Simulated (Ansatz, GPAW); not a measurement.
Given: the input of a run of Ansatz 0.2.0 on BP. 

The input input.yaml:

```yaml
crystal:
  lattice:
    - [0.0, 2.269, 2.269]
    - [2.269, 0.0, 2.269]
    - [2.269, 2.269, 0.0]
  atoms:
    - { symbol: P, position: [0.75, 0.75, 0.75] }
    - { symbol: B, position: [0.0, 0.0, 0.0] }
kpoints:
  mp_grid: { grid: [10, 10, 10] }
scf:
  occupations: { method: gaussian, width: 0.027 }
hamiltonian:
  xc: pbe
  pseudopotentials: { kind: all_electron, lapw: { basis_error: 0.001 } }
output:
  forces: true
  stress: true
  eigenvalues: true
```

Potentials or basis: all-electron LAPW, scalar-relativistic.

Command:

```console
$ ansatz run input.yaml --threads 1 --pin off --max-ram 3072MiB --backend cpu --events-out ev --progress --plain --runs-dir out
```

Question: What does the same run look like in GPAW 26.7.0 (ASE script)? Potentials or basis there: GPAW PAW data sets (gpaw-data 1.2.1), cutoff 800 eV.

Answer: As run (cutoffs and basis follow the program's own potentials, and thresholds, step limits or extra output files can differ):

The input run.py:

```python
from ase.dft.bandgap import bandgap
from ase.io import read, write
from ase.units import GPa
from gpaw import GPAW, PW

atoms = read('POSCAR')

calc = GPAW(mode=PW(800),
            xc='PBE',
            kpts={'size': (10, 10, 10), 'gamma': True},
            occupations={'name': 'methfessel-paxton', 'order': 0, 'width': 0.027000000000000003},
            nbands=11,
            convergence={'density': 1e-05, 'energy': 1e-05},
            maxiter=150,
            txt='gpaw.txt')
atoms.calc = calc
energy = atoms.get_potential_energy()
forces = atoms.get_forces()
stress = atoms.get_stress()
calc.write('gs.gpw')
write('result.traj', atoms)
print(f'Energy: {energy:.6f} eV')
print('Forces (eV/A):')
print(forces.round(4))
print('Stress (GPa):', (stress / GPa).round(3))
print('Fermi level:', round(calc.get_fermi_level(), 4), 'eV')
print(f'Gap: {bandgap(calc)[0]:.4f} eV, direct: {bandgap(calc, direct=True)[0]:.4f} eV')
```

File POSCAR:

```
BP
1.0
    0.0000000000      2.2690000000      2.2690000000
    2.2690000000      0.0000000000      2.2690000000
    2.2690000000      2.2690000000      0.0000000000
P B
1 1
Direct
    0.7500000000      0.7500000000      0.7500000000
    0.0000000000      0.0000000000      0.0000000000
```

Potentials or basis: GPAW PAW data sets (gpaw-data 1.2.1), pw.

Launch:

```console
$ OMP_NUM_THREADS=1 python run.py
```

Both were run:

|  | Ansatz | GPAW |
| --- | --- | --- |
| Pressure | 1.1 GPa | 1.4 GPa |

Where Ansatz's input types no cutoff or centring, it takes its own default and a Γ-centred mesh.

Pressure is positive in compression.
